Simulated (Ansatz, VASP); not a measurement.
## Au: VASP beside Ansatz

```
Au
1.0
     2.56803    0.00000    0.00000
     0.00000    2.56803    0.00000
     0.00000    0.00000    2.56803
Au
1
Direct
  0.00000 0.00000 0.00000
```

Alike in both runs: functional LDA; k mesh 15 × 15 × 15; occupations fermi-dirac, width 0.1 eV; no spin polarisation.

Ansatz relaxed the structure, and its values are those at the end. VASP's run is a single point on that final structure, the one shown.

|  | VASP | Ansatz |
| --- | --- | --- |
| version | VASP 6.6.1 | Ansatz 0.2.0 |
| potentials or method | VASP PAW LDA potentials, release 64 (Au) | PAW with Ansatz's default frozen-core files, scalar-relativistic |
| plane-wave cutoff (eV) | 520 | 420 |
| valence electrons in the cell | 11 | 19 |

VASP gave:

```
pressure (GPa) : 23.7
```

Which values does Ansatz return?

Pressure (GPa): 23.0.

The two sets of potentials don't hold the same shells in valence.

Caveats: so large a pressure means that the cell lies far from this level's equilibrium, or that cutoff or potentials fall short (VASP). Spin-orbit coupling is left out, which matters for the levels of Au.
